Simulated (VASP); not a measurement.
Runs of VASP 6.6.1 on Sb. The typed cell holds 2 atoms: a = 3.039 Å, b = 3.655 Å, c = 4.799 Å, α = 97.50°, β = 94.72°, γ = 94.38°. This isn't the form of Sb at room conditions, which is rhombohedral.

```csv
task,level,spin,cell,k mesh,cutoff (eV),smearing,gap on the mesh (eV),pressure (GPa),largest force (eV/Å)
core levels,PBEsol+D4,"SOC, no magnetisation","cell sheared at random, sigma 0.06, atoms nudged by 0.01 Å",7 × 5 × 5,520,fermi-dirac 0.05 eV,-,1.0,(a)
electric field gradients,TPSS+D2,"SOC, no magnetisation","cell sheared at random, sigma 0.06, atoms nudged by 0.01 Å; atoms moved at random, drawn with an rms of 0.05 Å",7 × 5 × 5,500,tetrahedron,-,4.2,0.05
relaxation of cell and atoms,PBE,off,"relaxed from: cell sheared at random, sigma 0.06, atoms nudged by 0.01 Å",9 × 7 × 6,600,gaussian 0.05 eV,none,0.0,0.01
single point,PBE,off,"cell sheared at random, sigma 0.06, atoms nudged by 0.01 Å",9 × 7 × 6,520,fermi-dirac 0.05 eV,none,5.9,0.06
```

Alike in all rows: potentials or basis VASP PAW PBE potentials, release 64 (Sb).

**Question.** Estimate the missing entries.

**Answer.** (a) 0.08.

Caveats: the PAW data sets were made with another functional, which shifts forces and pressure a little (some runs).

A k mesh can miss the band edges, and rows without SOC leave out spin-orbit coupling on Sb.

A gap of «none» marks a metal or a gap under the smearing width.
